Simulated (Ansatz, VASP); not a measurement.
**Two plane-wave programs on MgO**

```
Mg O
1.0
     3.26057    0.00000    0.00000
    -1.63028    2.82373    0.00000
     0.00000    0.00000    5.15235
Mg O
2 2
Direct
  0.33333 0.66667 0.95644
  0.66667 0.33333 0.45644
  0.33333 0.66667 0.40094
  0.66667 0.33333 0.90094
```

Alike in both runs: task single point; functional PBEsol; k mesh 9 × 9 × 6; occupations gaussian, width 0.05 eV; no spin polarisation.

|  | VASP | Ansatz |
| --- | --- | --- |
| version | VASP 6.6.1 | Ansatz 0.2.0 |
| potentials or method | VASP PAW PBE potentials, release 64 (Mg, O) | scalar-relativistic, plane waves, PAW |
| plane-wave cutoff (eV) | 520 | 520 |
| valence electrons in the cell | 16 | 32 |

Ansatz gave:

| Property | Result |
| --- | --- |
| gap on the k mesh at the Fermi level (eV) | 3.06 |
| least direct gap on the mesh (eV) | 3.06 |
| pressure (GPa) | 3.5 |
| largest component of the traceless stress (GPa) | 13.98 |
| rms of the force components (eV/Å) | 0.426 |

Q: Which values does VASP return?

A: gap on the k mesh at the Fermi level (eV): 3.05; least direct gap on the mesh (eV): 3.05; pressure (GPa): 3.3; largest component of the traceless stress (GPa): 14.16; rms of the force components (eV/Å): 0.432.

Atom by atom the forces differ by 0.006 eV/Å (rms over components). The functional is the same, so the differences come from potentials, cutoffs and numerics. The two sets of potentials don't hold the same shells in valence. Ansatz warned: «pseudo_functional_mismatch».

Caveats: the PAW data sets were made with another functional, which shifts forces and pressure a little (VASP); an odd mesh through Γ misses points on the zone boundary, where band edges often lie.
